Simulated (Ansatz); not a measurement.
MoS2 in Ansatz: the effect of functional

Crystal: MoS2.

```
Mo S
1.0
     1.61660    0.93334    6.23493
    -1.61660    0.93334    6.23493
     0.00000   -1.86668    6.23493
Mo S
1 2
Direct
  0.00000 0.00000 0.00000
  0.25000 0.25000 0.25000
  0.75000 0.75000 0.75000
```

Measurements of this composition are mostly on another form, of space group No. 194.

The cell isn't the ideal one: volume scaled by 1.06.

Alike in all runs:

```yaml
Program: Ansatz 0.2.0
Task: single point
Potentials_or_basis: Ansatz PAW
k_mesh: 10 × 10 × 10
Occupations: fermi-dirac, width 0.05 eV
Spin: no spin polarisation
```

| functional | cutoff | pressure (GPa) | largest force (eV/Å) |
| --- | --- | --- | --- |
| LDA | 420 eV (not typed: the program's choice for these potentials) | ? | ? |
| PBEsol | 420 eV (not typed: the program's choice for these potentials) | -5.2 | 0.21 |
| r2SCAN | 500 eV (not typed: the program's choice for these potentials) | -1.8 | 0.19 |

Question: What does the run with functional LDA give?

Answer: Pressure -7.8 GPa; largest force 0.37 eV/Å.

Caveats: the cell's inner coordinates are idealised or old, which leaves forces on the atoms; the PAW data sets come from PBE, with cores solved anew for the run's functional, which leaves a small shift of forces and pressure.
